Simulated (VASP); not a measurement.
# Eu (Fm-3m) in VASP: further runs

One crystal, Eu, is run at these levels: PBE+U; tasks: single point.

All numbers are computed with VASP 6.6.1; they aren't measurements. Logs are shortened: lines on timing, memory, paths and dates and some standing lists are left out, and cuts for length are marked.

**1. Starting point**

The structure is cubic, space group Fm-3m (No. 225). Conventional cell: a = 5.808 Å, b = 5.808 Å, c = 5.808 Å, α = 90.00°, β = 90.00°, γ = 90.00°. Around Eu (site symmetry m-3m) lie 12 Eu at 4.11 Å.

The cell was built by a generator and needn't be a form met in nature.

**2. Single point, PBE+U, collinear spin, typed start**

The input, INCAR:

```
SYSTEM = Eu
  ALGO = Normal
  EDIFF = 1E-6
  ENCUT = 520
  GGA = PE
  ISIF = 2
  ISMEAR = 0
  ISPIN = 2
  LASPH = .TRUE.
  LCHARG = .FALSE.
  LDAU = .TRUE.
  LDAUJ = 0
  LDAUL = 3
  LDAUPRINT = 1
  LDAUTYPE = 2
  LDAUU = 6
  LMAXMIX = 6
  LORBIT = 11
  LREAL = .FALSE.
  LWAVE = .FALSE.
  MAGMOM = 7
  NBANDS = 18
  NELM = 150
  PREC = Accurate
  SIGMA = 0.05
```

The input, KPOINTS:

```
k-points
0
G
  6 6 6
  0 0 0
```

The input, POSCAR:

```
Eu
1.0
    0.0000000000      2.9041182077      2.9041182077
    2.9041182077      0.0000000000      2.9041182077
    2.9041182077      2.9041182077      0.0000000000
Eu
1
Direct
    0.0000000000      0.0000000000      0.0000000000
```

Potentials or basis: VASP PAW PBE potentials, release 64 (Eu).

Launch:

```console
cat potpaw_PBE.64/Eu/POTCAR > POTCAR
mpirun -np 1 vasp_std > vasp.out
```

OUTCAR:

```text
SYSTEM = Eu
   EDIFF = 1E-6
   ENCUT = 520
   GGA = PE
   ISIF = 2
   ISMEAR = 0
   ISPIN = 2
   LASPH = .TRUE.
   LORBIT = 11
   LREAL = .FALSE.
   NELM = 150
   PREC = Accurate

 ion  position               nearest neighbor table
   1  0.000  0.000  0.000-

  LATTYP: Found a face centered cubic cell.
 ALAT       =     5.8082364154

  Lattice vectors:

 A1 = (   0.0000000000,   2.9041182077,   2.9041182077)
 A2 = (   2.9041182077,   0.0000000000,   2.9041182077)
 A3 = (   2.9041182077,   2.9041182077,   0.0000000000)

Analysis of symmetry for initial positions (statically):
=====================================================================
 Subroutine PRICEL returns:
 Original cell was already a primitive cell.

 Routine SETGRP: Setting up the symmetry group for a
 face centered cubic supercell.

 Subroutine GETGRP returns: Found 48 space group operations
 (whereof 48 operations were pure point group operations)
 out of a pool of 48 trial point group operations.

The static configuration has the point symmetry O_h .

Analysis of symmetry for dynamics (positions and initial velocities):
=====================================================================
 Subroutine PRICEL returns:
 Original cell was already a primitive cell.

 Routine SETGRP: Setting up the symmetry group for a
 face centered cubic supercell.

 Subroutine GETGRP returns: Found 48 space group operations
 (whereof 48 operations were pure point group operations)
 out of a pool of 48 trial point group operations.

The dynamic configuration has the point symmetry O_h .

Analysis of structural, dynamic, and magnetic symmetry:
=====================================================================
 Subroutine PRICEL returns:
 Original cell was already a primitive cell.

 Routine SETGRP: Setting up the symmetry group for a
 face centered cubic supercell.

 Subroutine GETGRP returns: Found 48 space group operations
 (whereof 48 operations were pure point group operations)
 out of a pool of 48 trial point group operations.

The overall configuration has the point symmetry O_h .

 Subroutine INISYM returns: Found 48 space group operations
 (whereof 48 operations are pure point group operations),
 and found     1 'primitive' translations

----------------------------------------------------------------------------------------

                                     Primitive cell

  volume of cell :      48.9861

  direct lattice vectors                    reciprocal lattice vectors
     0.000000000  2.904118208  2.904118208    -0.172169300  0.172169300  0.172169300
     2.904118208  0.000000000  2.904118208     0.172169300 -0.172169300  0.172169300
     2.904118208  2.904118208  0.000000000     0.172169300  0.172169300 -0.172169300

  length of vectors
     4.107043356  4.107043356  4.107043356     0.298205976  0.298205976  0.298205976

  position of ions in fractional coordinates (direct lattice)
     0.000000000  0.000000000  0.000000000

  ion indices of the primitive-cell ions
   primitive index   ion index
                 1           1

----------------------------------------------------------------------------------------

 KPOINTS: k-points

Automatic generation of k-mesh.
 Grid dimensions read from file:
 generate k-points for:    6    6    6

 Generating k-lattice:

  Cartesian coordinates                     Fractional coordinates (reciprocal lattice)
    -0.028694883  0.028694883  0.028694883     0.166666667  0.000000000  0.000000000
     0.028694883 -0.028694883  0.028694883     0.000000000  0.166666667  0.000000000
     0.028694883  0.028694883 -0.028694883     0.000000000  0.000000000  0.166666667

  Length of vectors
     0.049700996  0.049700996  0.049700996

  Shift w.r.t. Gamma in fractional coordinates (k-lattice)
     0.000000000  0.000000000  0.000000000

 Subroutine IBZKPT returns following result:
 ===========================================

 Found     16 irreducible k-points:

[... 46 lines left out ...]
   PSTRESS=    0.0 pullay stress
   NELECT =      17.0000    total number of electrons
   NUPDOWN=      -1.0000    fix difference up-down
   EMIN   =  10.00;   EMAX   =-10.00  energy-range for DOS
   EFERMI =   0.00;   METHOD = LEGACY
   ISMEAR =     0;   SIGMA  =   0.05  broadening in eV -4-tet -1-fermi 0-gaus
   EFERMI_NEDOS =   21; number of points for ismear=-14 and -15
   IALGO  =     38    algorithm
   IMIX   =      4    mixing-type and parameters
     AMIX     =   0.40;   BMIX     =  1.00
     AMIX_MAG =   1.60;   BMIX_MAG =  1.00
  volume/ion in A,a.u.               =      48.99       330.57
  Fermi-wavevector in a.u.,A,eV,Ry     =   1.150448  2.174031 18.007715  1.323530
  Thomas-Fermi vector in A             =   2.287111
   LORBIT       =     11    0 simple, 1 ext, 2 COOP (PROOUT), +10 PAW based schemes
 LDA+U is selected, type is set to LDAUTYPE =  2
   angular momentum for each species LDAUL =     3
   U (eV)           for each species LDAUU =   6.0
   J (eV)           for each species LDAUJ =   0.0
   GGA     = PE    functional components
   LHFCALC =     F    Hartree Fock is set to
   AEXX    =    0.0000 exact exchange contribution
   IVDW    =     0    specifies the selected vdW correction
   LEPSILON=     F    determine dielectric tensor
   LRPA    =     F    only Hartree local field effects (RPA)
 spin polarized calculation
 Gauss-broadening in eV      SIGMA  =   0.05
  energy-cutoff  :      520.00
  volume of cell :       48.99
 maximum number of plane-waves:      1363
 NGX is ok and might be reduce to    32
   NGX = 15   NGY = 15   NGZ = 15

atom =   1  type =  1  l = 3

 onsite density matrix

spin component  1

  0.9773 -0.0000 -0.0003  0.0000 -0.0000  0.0000 -0.0000
 -0.0000  0.9733  0.0000  0.0000  0.0000 -0.0000  0.0000
 -0.0003  0.0000  0.9775 -0.0000 -0.0000 -0.0000  0.0000
  0.0000  0.0000 -0.0000  0.9771 -0.0000 -0.0000  0.0000
 -0.0000  0.0000 -0.0000 -0.0000  0.9775  0.0000  0.0003
  0.0000 -0.0000 -0.0000 -0.0000  0.0000  0.9777  0.0000
 -0.0000  0.0000  0.0000  0.0000  0.0003  0.0000  0.9773

spin component  2

  0.0001  0.0000 -0.0000  0.0000  0.0000 -0.0000  0.0000
  0.0000  0.0000 -0.0000 -0.0000 -0.0000  0.0000 -0.0000
 -0.0000 -0.0000  0.0001  0.0000  0.0000  0.0000 -0.0000
  0.0000 -0.0000  0.0000  0.0001 -0.0000  0.0000 -0.0000
  0.0000 -0.0000  0.0000 -0.0000  0.0001 -0.0000  0.0000
 -0.0000  0.0000  0.0000  0.0000 -0.0000  0.0001 -0.0000
  0.0000 -0.0000 -0.0000 -0.0000  0.0000 -0.0000  0.0001

 occupancies and eigenvectors

  o =  0.0000  v =  0.0000  0.0000  0.0000  0.0000  0.0000  0.0000  0.0000 -0.0000 -1.0000 -0.0000 -0.0000  0.0000  0.0000 -0.0000      0.0000  0.0000  0.0000  0.0000  0.0000  0.0000  0.0000  0.0000  0.0000  0.0000  0.0000  0.0000  0.0000  0.0000
  o =  0.0001  v =  0.0000  0.0000  0.0000  0.0000  0.0000  0.0000  0.0000  0.0001  0.0000  0.0001 -1.0000  0.0000  0.0000 -0.0000      0.0000  0.0000  0.0000  0.0000  0.0000  0.0000  0.0000  0.0000  0.0000  0.0000  0.0000  0.0000  0.0000  0.0000
  o =  0.0001  v =  0.0000  0.0000  0.0000  0.0000  0.0000  0.0000  0.0000  0.7906 -0.0000  0.6124  0.0002  0.0003 -0.0000 -0.0004      0.0000  0.0000  0.0000  0.0000  0.0000  0.0000  0.0000  0.0000  0.0000  0.0000  0.0000  0.0000  0.0000  0.0000
  o =  0.0001  v =  0.0000  0.0000  0.0000  0.0000  0.0000  0.0000  0.0000  0.0004 -0.0000  0.0003 -0.0000 -0.6124  0.0000  0.7906      0.0000  0.0000  0.0000  0.0000  0.0000  0.0000  0.0000  0.0000  0.0000  0.0000  0.0000  0.0000  0.0000  0.0000
  o =  0.0001  v =  0.0000  0.0000  0.0000  0.0000  0.0000  0.0000  0.0000 -0.6124 -0.0000  0.7906  0.0000  0.0003 -0.0003  0.0002      0.0000  0.0000  0.0000  0.0000  0.0000  0.0000  0.0000  0.0000  0.0000  0.0000  0.0000  0.0000  0.0000  0.0000
  o =  0.0001  v =  0.0000  0.0000  0.0000  0.0000  0.0000  0.0000  0.0000 -0.0002  0.0000  0.0003  0.0000 -0.7906 -0.0001 -0.6124      0.0000  0.0000  0.0000  0.0000  0.0000  0.0000  0.0000  0.0000  0.0000  0.0000  0.0000  0.0000  0.0000  0.0000
  o =  0.0001  v =  0.0000  0.0000  0.0000  0.0000  0.0000  0.0000  0.0000 -0.0002  0.0000  0.0002  0.0000 -0.0001  1.0000 -0.0001      0.0000  0.0000  0.0000  0.0000  0.0000  0.0000  0.0000  0.0000  0.0000  0.0000  0.0000  0.0000  0.0000  0.0000
  o =  0.9733  v =  0.0000  1.0000  0.0000 -0.0000  0.0000 -0.0000 -0.0000  0.0000  0.0000  0.0000  0.0000  0.0000  0.0000  0.0000      0.0000  0.0000  0.0000  0.0000  0.0000  0.0000  0.0000  0.0000  0.0000  0.0000  0.0000  0.0000  0.0000  0.0000
  o =  0.9771  v = -0.0014 -0.0000 -0.0011 -0.1049  0.6090 -0.0000 -0.7862  0.0000  0.0000  0.0000  0.0000  0.0000  0.0000  0.0000      0.0000  0.0000  0.0000  0.0000  0.0000  0.0000  0.0000  0.0000  0.0000  0.0000  0.0000  0.0000  0.0000  0.0000
  o =  0.9771  v =  0.7906 -0.0000  0.6124  0.0005  0.0011 -0.0000 -0.0014  0.0000  0.0000  0.0000  0.0000  0.0000  0.0000  0.0000      0.0000  0.0000  0.0000  0.0000  0.0000  0.0000  0.0000  0.0000  0.0000  0.0000  0.0000  0.0000  0.0000  0.0000
  o =  0.9771  v = -0.0005  0.0000 -0.0004  0.9945  0.0643  0.0000 -0.0830  0.0000  0.0000  0.0000  0.0000  0.0000  0.0000  0.0000      0.0000  0.0000  0.0000  0.0000  0.0000  0.0000  0.0000  0.0000  0.0000  0.0000  0.0000  0.0000  0.0000  0.0000
  o =  0.9777  v =  0.0002 -0.0000 -0.0003  0.0000  0.0173 -0.9998  0.0134  0.0000  0.0000  0.0000  0.0000  0.0000  0.0000  0.0000      0.0000  0.0000  0.0000  0.0000  0.0000  0.0000  0.0000  0.0000  0.0000  0.0000  0.0000  0.0000  0.0000  0.0000
  o =  0.9777  v =  0.0011 -0.0000 -0.0015  0.0000  0.7904  0.0219  0.6122  0.0000  0.0000  0.0000  0.0000  0.0000  0.0000  0.0000      0.0000  0.0000  0.0000  0.0000  0.0000  0.0000  0.0000  0.0000  0.0000  0.0000  0.0000  0.0000  0.0000  0.0000
  o =  0.9777  v =  0.6124  0.0000 -0.7906  0.0000 -0.0015  0.0003 -0.0011  0.0000  0.0000  0.0000  0.0000  0.0000  0.0000  0.0000      0.0000  0.0000  0.0000  0.0000  0.0000  0.0000  0.0000  0.0000  0.0000  0.0000  0.0000  0.0000  0.0000  0.0000

 number of electron      16.9999997 magnetization       7.4444184

 Free energy of the ion-electron system (eV)
  ---------------------------------------------------
  ext. energy  EPLUGINS =         0.00000000
  ---------------------------------------------------
  free energy    TOTEN  =       -10.77168570 eV

  energy without entropy =      -10.76955231  energy(sigma->0) =      -10.77061900

 E-fermi :   1.5095     XC(G=0):  -8.1742

 val. band max:        1.4808289553   @ k =  -0.3333   0.3333   0.0000
 cond. band min:       1.5113274067   @ k =   0.5000   0.3333   0.0000
 fundamental gap:      0.0304984513
 Fermi energy:         1.5094963157

 spin component 1

 k-point     1 :       0.0000    0.0000    0.0000
  band No.  band energies     occupation
      1     -39.4561      1.00000
      2     -18.2574      1.00000
      3     -18.2574      1.00000
      4     -18.2574      1.00000
      5      -2.5272      1.00000
      6      -0.4936      1.00000
[... 312 lines left out ...]
      4     -18.3633      1.00000
      5      -0.4585      1.00000
      6      -0.4478      1.00000
[... 10 lines left out ...]
     17       7.1779      0.00000
     18       7.2523      0.00000
 Fermi energy:         1.5094963157

 spin component 2

 k-point     1 :       0.0000    0.0000    0.0000
  band No.  band energies     occupation
      1     -36.2514      1.00000
      2     -15.8883      1.00000
      3     -15.8883      1.00000
      4     -15.8883      1.00000
      5      -1.8439      1.00000
      6       4.4020      0.00000
[... 313 lines left out ...]
      5       1.6776      0.00000
      6       2.4229      0.00000
[... 10 lines left out ...]
     17      10.1745      0.00000
     18      10.2866      0.00000

------------------------ aborting loop because EDIFF is reached ----------------------------------------

  FORCE on cell =-STRESS in cart. coord.  units (eV):
  Direction    XX          YY          ZZ          XY          YZ          ZX
  --------------------------------------------------------------------------------------
  -------------------------------------------------------------------------------------
  Total       -0.0426254     -0.0426254     -0.0426254     -0.0000000     -0.0000000      0.0000000
  in kB       -1.3941404     -1.3941404     -1.3941404     -0.0000000     -0.0000000      0.0000000
  external PRESSURE =      -1.3941404 kB  Pullay stress =       0.0000000 kB

 VOLUME and BASIS-vectors are now :
 -----------------------------------------------------------------------------
  energy-cutoff  :      520.00
  volume of cell :       48.99
      direct lattice vectors                 reciprocal lattice vectors
     0.000000000  2.904118208  2.904118208    -0.172169300  0.172169300  0.172169300
     2.904118208  0.000000000  2.904118208     0.172169300 -0.172169300  0.172169300
     2.904118208  2.904118208  0.000000000     0.172169300  0.172169300 -0.172169300

 POSITION                                       TOTAL-FORCE (eV/Angst)
 -----------------------------------------------------------------------------------
      0.00000      0.00000      0.00000         0.000000      0.000000     -0.000000
 -----------------------------------------------------------------------------------
    total drift:                                0.000000      0.000000      0.000000

  FREE ENERGIE OF THE ION-ELECTRON SYSTEM (eV)
  ---------------------------------------------------
  free  energy   TOTEN  =       -10.7716856959 eV

  energy  without entropy=      -10.7695523080  energy(sigma->0) =      -10.77061900

 total charge

# of ion       s       p       d       f       tot
--------------------------------------------------
    1        2.079   5.741   0.198   6.831  14.850

 magnetization (x)

# of ion       s       p       d       f       tot
--------------------------------------------------
    1       -0.003  -0.102   0.105   6.831   6.831
```

It took 22 s on 1 thread of AMD EPYC 9R45 (Zen 5), shared host; peak memory 0.18 GiB.

What came out:

```yaml
Free_energy: -10.7717 eV
Pressure: -0.1 GPa
Band_gap_on_the_k_mesh: none (metal or under the smearing width)
Net_moment: 7.44 μB per cell
Site_moments: Eu +6.83 μB
Valence_electrons_inside_the_program's_atomic_spheres: Eu 14.85
```

Eigenvalues of the final occupation matrices:
| site | spin | trace | eigenvalues |
| --- | --- | --- | --- |
| site 1 f | 1 | 6.84 | 0.97 0.98 0.98 0.98 0.98 0.98 0.98 |
| site 1 f | 2 | 0.00 | 0.00 0.00 0.00 0.00 0.00 0.00 0.00 |

Caveat: spin-orbit coupling is left out, which moves the levels of the heavy elements. The state reached can hang on the start; a lower one may exist.

[end of part 1 of 2]
